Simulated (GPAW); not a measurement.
CsPbCl3:

```
CELL_PARAMETERS angstrom
5.60500 0.00000 0.00000
0.00000 5.60500 0.00000
0.00000 0.00000 5.60500
ATOMIC_POSITIONS crystal
Pb 0.50000 0.50000 0.50000
Cs 0.00000 0.00000 0.00000
Cl 0.50000 0.00000 0.50000
Cl 0.00000 0.50000 0.50000
Cl 0.50000 0.50000 0.00000
```

| Property | Result |
| --- | --- |
| Program | GPAW 26.7.0 |
| Task | relaxation of cell and atoms |
| Functional | RPBE |
| Dispersion | D3(BJ) |
| Potentials or basis | the program's PAW data sets (release 1.2.1) made for this functional |
| Cutoff | 600 eV |
| Basis | pw |
| k mesh | 5 × 5 × 5 |
| Occupations | fermi-dirac, width 0.05 eV |
| Spin | no spin polarisation |

At the start: pressure -3.0 GPa; volume 35.22 Å³/atom.

Task: How do energy, volume and symmetry change on relaxing?

Result: Over 4 steps the energy falls by 39.7 meV/atom and the volume is 31.27 Å³/atom (-11.2 %); space group Pm-3m (No. 221, to 0.05 Å).

Step by step:
```tsv
step	energy change (eV)	largest force (eV/Å)	pressure (GPa)	volume (Å³)
1	0.0000	0.0000	-2.98	176.09
2	-0.0176	0.0000	-2.88	175.10
3	-0.1972	0.0000	0.20	155.30
4	-0.1983	0.0000	-0.03	156.37
```

Final structure:
```
Pb Cs Cl
1.0
     5.38751    0.00000    0.00000
     0.00000    5.38751    0.00000
     0.00000    0.00000    5.38751
Pb Cs Cl
1 1 3
Cartesian
  2.6938 2.6938 2.6938
  0.0000 0.0000 0.0000
  2.6938 0.0000 2.6938
  0.0000 2.6938 2.6938
  2.6938 2.6938 0.0000
```

Caveat: later steps reuse the first step's grids.
